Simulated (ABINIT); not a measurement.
# HfO2 (Fm-3m) in ABINIT: notebook

The runs below take HfO2 through phonons, COHSEX levels, evGW0 quasiparticle levels, dielectric tensor, with LDA, PBE.

Program: ABINIT 10.8.3 (patched build). These are calculated values, not measurements. Logs are shortened: lines on timing, memory, paths and dates and some standing lists are left out, and cuts for length are marked. The log counts tension as positive stress, the text compression.

## (1) The crystal as given

Symmetry: Fm-3m, No. 225, cubic system. Conventional cell: a = 5.115 Å, b = 5.115 Å, c = 5.115 Å, α = 90.00°, β = 90.00°, γ = 90.00°. Around Hf (site symmetry m-3m) lie 8 O at 2.21 Å. O (site symmetry -43m) is surrounded by 4 Hf at 2.21 Å.

Measurements of this composition are mostly on another form, of space group No. 14.

## (2) Phonons, LDA

File run.abi:

```
ndtset 3

pp_dirpath "./"
pseudos "Hf.upf, O.upf"

acell 6.8348581746 6.8348581746 6.8348581746
rprim
     0.0000000000     0.7071067812     0.7071067812
     0.7071067812     0.0000000000     0.7071067812
     0.7071067812     0.7071067812     0.0000000000
ntypat 2
znucl 72 8
natom 3
typat 1 2 2
xred
            0.0            0.0            0.0
            3/4            3/4            3/4
            1/4            1/4            1/4

ecut 952.398519 eV

ngkpt 4 4 4
nshiftk 4
shiftk
     0.5000000000     0.5000000000     0.5000000000
     0.5000000000     0.0000000000     0.0000000000
     0.0000000000     0.5000000000     0.0000000000
     0.0000000000     0.0000000000     0.5000000000

ixc 7

nband 12
occopt 1

nstep 80
diemac 6.0

prteig 0
prtebands 0
prtwf 0
prtden 0
prtpot 0

kptopt1 1
tolvrs1 1.0e-15
prtwf1 1

iscf2 -3
rfelfd2 2
rfdir2 1 1 1
getwfk2 1
kptopt2 2
nqpt2 1
qpt2 0.0 0.0 0.0
tolwfr2 1.0e-18
prtwf2 1

rfelfd3 3
rfphon3 1
rfatpol3 1 3
rfdir3 1 1 1
getwfk3 1
getddk3 2
kptopt3 2
nqpt3 1
qpt3 0.0 0.0 0.0
tolvrs3 1.0e-8
```

File mrgddb.in:

```
merged_DDB
HfO2
2
runo_DS1_DDB
runo_DS3_DDB
```

File anaddb.abi:

```
ddb_filepath "merged_DDB"
output_file "anaddb.abo"
outdata_prefix "ana"
asr 1
chneut 1
dipdip 1
dieflag 1
enunit 0
nfreq 1
frmin 0.0
frmax 0.0
eivec 1
nph1l 1
qph1l 0.0 0.0 0.0 1.0
nph2l 3
qph2l
  1.0 0.0 0.0 0.0
  0.0 1.0 0.0 0.0
  0.0 0.0 1.0 0.0
```

Potentials or basis: PseudoDojo NC SR LDA v0.4.1 standard.

Started as:

```console
mpirun --bind-to none -np 4 abinit run.abi > log 2>&1
mrgddb < mrgddb.in > mrgddb.log 2>&1
anaddb anaddb.abi > anaddb.log 2>&1
```

run.abo:

```text
.Version 10.8.3 of ABINIT
 DATASET    1 : space group Fm -3 m (#225); Bravais cF (face-center cubic)
================================================================================
 Values of the parameters that define the memory need for DATASET  1.
     intxc =       0    ionmov =       0      iscf =       7    lmnmax =       8
     lnmax =       8     mgfft =      40  mpssoang =       4    mqgrid =    3001
     natom =       3  nloc_mem =       1    nspden =       1   nspinor =       1
    nsppol =       1      nsym =      48    n1xccc =    2501    ntypat =       2
    occopt =       1   xclevel =       1
       mpw =        2239          nfft =       64000          nkpt =          10
================================================================================
================================================================================

 DATASET    2 : space group Fm -3 m (#225); Bravais cF (face-center cubic)
================================================================================
 Values of the parameters that define the memory need for DATASET  2 (RF).
     intxc =       0      iscf =      -3    lmnmax =       8     lnmax =       8
     mgfft =      40  mpssoang =       4    mqgrid =    3001     natom =       3
  nloc_mem =       1    nspden =       1   nspinor =       1    nsppol =       1
      nsym =      48    n1xccc =    2501    ntypat =       2    occopt =       1
   xclevel =       1
      nfft =       64000          nkpt =         128
================================================================================
================================================================================

 DATASET    3 : space group Fm -3 m (#225); Bravais cF (face-center cubic)
================================================================================
 Values of the parameters that define the memory need for DATASET  3 (RF).
     intxc =       0      iscf =       7    lmnmax =       8     lnmax =       8
     mgfft =      40  mpssoang =       4    mqgrid =    3001     natom =       3
  nloc_mem =       1    nspden =       1   nspinor =       1    nsppol =       1
      nsym =      48    n1xccc =    2501    ntypat =       2    occopt =       1
   xclevel =       1
      nfft =       64000          nkpt =         128
================================================================================
================================================================================

--------------------------------------------------------------------------------
------------- Echo of variables that govern the present computation ------------
--------------------------------------------------------------------------------
 -outvars: echo values of preprocessed input variables --------
            acell      6.8348581746E+00  6.8348581746E+00  6.8348581746E+00 Bohr
              amu      1.78490000E+02  1.59994000E+01
           diemac      6.00000000E+00
             ecut      3.50000000E+01 Hartree
           getddk1          0
           getddk2          0
           getddk3          2
           getwfk1          0
           getwfk2          1
           getwfk3          1
             iscf1          7
             iscf2         -3
             iscf3          7
              ixc           7
           jdtset        1    2    3
                       outvar_i_n : Printing only first  50 k-points.
           kptopt1          1
           kptopt2          2
           kptopt3          2
         kptrlatt        4   -4    4     -4    4    4     -4   -4    4
          kptrlen      3.86637965E+01
            natom           3
            nband1         12
            nband2         12
            nband3         12
           ndtset           3
            ngfft          40      40      40
             nkpt1         10
             nkpt2        128
             nkpt3        128
             nqpt1          0
             nqpt2          1
             nqpt3          1
            nstep          80
             nsym          48
           ntypat           2
        optdriver1          0
        optdriver2          1
        optdriver3          1
           prtden           0
        prtebands           0
           prteig           0
            prtwf1          1
            prtwf2          1
            prtwf3          0
[... 591 lines left out ...]

 2DEtotal=    0.4274086574E+01 Ha. Also 2DEtotal=    0.116303820626E+03 eV
    (2DErelax=   -2.8131680793E+03 Ha. 2DEnonrelax=    2.8174421659E+03 Ha)
    (  non-var. 2DEtotal :    4.2740866099E+00 Ha)

--------------------------------------------------------------------------------
 Perturbation wavevector (in red.coord.)   0.000000  0.000000  0.000000
 Perturbation : homogeneous electric field along direction   1
 The set of symmetries contains only one element for this perturbation.
 symkpt : not enough symmetry to change the number of k points.

--------------------------------------------------------------------------------

--------------------------------------------------------------------------------
[... 33 lines left out ...]
 2DEtotal=   -0.9694680447E+02 Ha. Also 2DEtotal=   -0.263805694184E+04 eV
    (  non-var. 2DEtotal :   -9.6946804173E+01 Ha)
================================================================================

 ---- first-order wavefunction calculations are completed ----

 ==> Compute Derivative Database <==
 The violation of the charge neutrality conditions
 by the effective charges is as follows :
    atom        electric field
 displacement     direction
       1               1        0.011924        0.000000
       1               2        0.000000        0.000000
       1               3        0.000000        0.000000
       2               1        0.000000        0.000000
       2               2        0.011924        0.000000
       2               3       -0.000000        0.000000
       3               1       -0.000000        0.000000
       3               2       -0.000000        0.000000
       3               3        0.011924        0.000000

 Effective charge tensors after
 imposition of the charge neutrality (if requested by user),
 and eventual restriction to some part :
   atom    displacement
         1         1    5.496742E+00   -3.388037E-16   -3.374871E-16
         1         2    2.533152E-16    5.496742E+00    3.401202E-16
         1         3   -2.533152E-16    3.388037E-16    5.496742E+00
         2         1   -2.748371E+00   -1.981476E-16    1.746335E-16
         2         2   -4.942071E-16   -2.748371E+00   -1.641702E-16
         2         3    4.942071E-16    1.981476E-16   -2.748371E+00
         3         1   -2.748371E+00    5.369512E-16    1.628536E-16
         3         2    2.408917E-16   -2.748371E+00   -1.759500E-16
         3         3   -2.408917E-16   -5.369512E-16   -2.748371E+00
 Now, the imaginary part of the dynamical matrix is zeroed

  Dynamical matrix, in cartesian coordinates,
   if specified in the inputs, asr has been imposed
     j1       j2             matrix element
  dir pert dir pert     real part    imaginary part

   1    1   1    1         0.0242430835         0.0000000000
   1    1   1    2        -0.0121215417         0.0000000000
   1    1   1    3        -0.0121215417         0.0000000000
[... 29 lines left out ...]
   3    3   3    1        -0.0121220655         0.0000000000
   3    3   3    2        -0.0793495101         0.0000000000
   3    3   3    3         0.0914715756         0.0000000000

  Dielectric tensor, in cartesian coordinates,
     j1       j2             matrix element
  dir pert dir pert     real part    imaginary part

   1    5   1    5         5.2567471709        -0.0000000000

   2    5   2    5         5.2567471709        -0.0000000000

   3    5   3    5         5.2567471709        -0.0000000000

  Effective charges, in cartesian coordinates,
  (from electric field response)
   if specified in the inputs, charge neutrality has been imposed
     j1       j2             matrix element
  dir pert dir pert     real part    imaginary part

   1    1   1    5         5.4967417815         0.0000000000
   1    2   1    5        -2.7483708909         0.0000000000
   1    3   1    5        -2.7483708909         0.0000000000
[... 5 lines left out ...]
   3    1   3    5         5.4967417815         0.0000000000
   3    2   3    5        -2.7483708909         0.0000000000
   3    3   3    5        -2.7483708909         0.0000000000

  Effective charges, in cartesian coordinates,
  (from phonon response)
   if specified in the inputs, charge neutrality has been imposed
     j1       j2             matrix element
  dir pert dir pert     real part    imaginary part

   1    5   1    1         5.4967412474         0.0000000000

   2    5   2    1         5.4967412474         0.0000000000
[... 11 lines left out ...]
   2    5   2    3        -2.7483706239         0.0000000000

   3    5   3    3        -2.7483706239         0.0000000000

  Phonon wavevector (reduced coordinates) :  0.00000  0.00000  0.00000
 Phonon energies in Hartree :
   0.000000E+00  0.000000E+00  0.000000E+00  7.001040E-04  7.001040E-04
   7.001040E-04  2.420131E-03  2.420131E-03  2.420131E-03
 Phonon frequencies in cm-1    :
   0.000000E+00  0.000000E+00  0.000000E+00  1.536551E+02  1.536551E+02
   1.536551E+02  5.311573E+02  5.311573E+02  5.311573E+02
[... 19 lines left out ...]
  Phonon at Gamma, with non-analyticity in the
  direction (cartesian coordinates)  0.00000  0.00000  1.00000
 Phonon energies in Hartree :
   0.000000E+00  0.000000E+00  0.000000E+00  7.001040E-04  7.001040E-04
   2.420131E-03  2.420131E-03  2.420131E-03  2.637777E-03
 Phonon frequencies in cm-1    :
   0.000000E+00  0.000000E+00  0.000000E+00  1.536551E+02  1.536551E+02
   5.311573E+02  5.311573E+02  5.311573E+02  5.789251E+02

== END DATASET(S) ==============================================================
================================================================================

 -outvars: echo values of variables after computation  --------
            acell      6.8348581746E+00  6.8348581746E+00  6.8348581746E+00 Bohr
           etotal1    -8.9701181945E+01
           etotal2    -3.1940196372E+01
           etotal3    -9.6946804473E+01
            fcart1    -0.0000000000E+00 -0.0000000000E+00 -0.0000000000E+00
                      -0.0000000000E+00 -0.0000000000E+00 -0.0000000000E+00
                      -0.0000000000E+00 -0.0000000000E+00 -0.0000000000E+00
            fcart3     0.0000000000E+00  0.0000000000E+00  0.0000000000E+00
                       0.0000000000E+00  0.0000000000E+00  0.0000000000E+00
                       0.0000000000E+00  0.0000000000E+00  0.0000000000E+00
            rprim      0.0000000000E+00  7.0710678120E-01  7.0710678120E-01
                       7.0710678120E-01  0.0000000000E+00  7.0710678120E-01
                       7.0710678120E-01  7.0710678120E-01  0.0000000000E+00
           strten1     8.0327455910E-04  8.0327455910E-04  8.0327455910E-04
                       0.0000000000E+00  0.0000000000E+00  0.0000000000E+00
           strten3     0.0000000000E+00  0.0000000000E+00  0.0000000000E+00
                       0.0000000000E+00  0.0000000000E+00  0.0000000000E+00
           xangst      0.0000000000E+00  0.0000000000E+00  0.0000000000E+00
                       3.8362499975E+00  3.8362499975E+00  3.8362499975E+00
                       1.2787499992E+00  1.2787499992E+00  1.2787499992E+00
             xred      0.0000000000E+00  0.0000000000E+00  0.0000000000E+00
                       7.5000000000E-01  7.5000000000E-01  7.5000000000E-01
                       2.5000000000E-01  2.5000000000E-01  2.5000000000E-01
 Calculation completed.
```

Wall time 4.7 min (4 MPI ranks of AMD EPYC 7R43 (Zen 3), shared host); peak memory 0.44 GiB.

What came out:

```
Free energy                                             : -2440.8935 eV
Electronic dielectric tensor (diagonal)                 : 5.26
Born charges (mean of the diagonal)                     : Hf +5.50; O -2.75 e
Highest phonon frequency at Γ, LO-TO splitting left out : 531 cm⁻¹
Static dielectric tensor (diagonal)                     : 74.62
```

Phonon frequencies in cm⁻¹ (negative: imaginary):
| q point | frequencies |
| --- | --- |
| (0.000, 0.000, 0.000) | 0 0 0 154 154 154 531 531 531 |

Electronic dielectric tensor:
```
5.26 0.00 0.00
0.00 5.26 0.00
0.00 0.00 5.26
```

Born effective charge tensors (e):
atom 1, Hf
```
5.50 0.00 0.00
0.00 5.50 0.00
0.00 0.00 5.50
```
atom 2, O
```
-2.75  0.00  0.00
 0.00 -2.75  0.00
 0.00  0.00 -2.75
```
atom 3, O
```
-2.75  0.00  0.00
 0.00 -2.75  0.00
 0.00  0.00 -2.75
```

Zone-centre frequencies with the macroscopic field, by direction of approach (cm⁻¹):
```tsv
direction	frequencies
(1, 0, 0)	0 0 0 154 154 531 531 531 579
(0, 1, 0)	0 0 0 154 154 531 531 531 579
(0, 0, 1)	0 0 0 154 154 531 531 531 579
```

Static dielectric tensor, electrons and zone-centre modes:
```
74.62  0.00  0.00
 0.00 74.62  0.00
 0.00  0.00 74.62
```

 Spin-orbit coupling is left out, which matters for the levels of Hf.

(Part 1 of 3 ends here.)
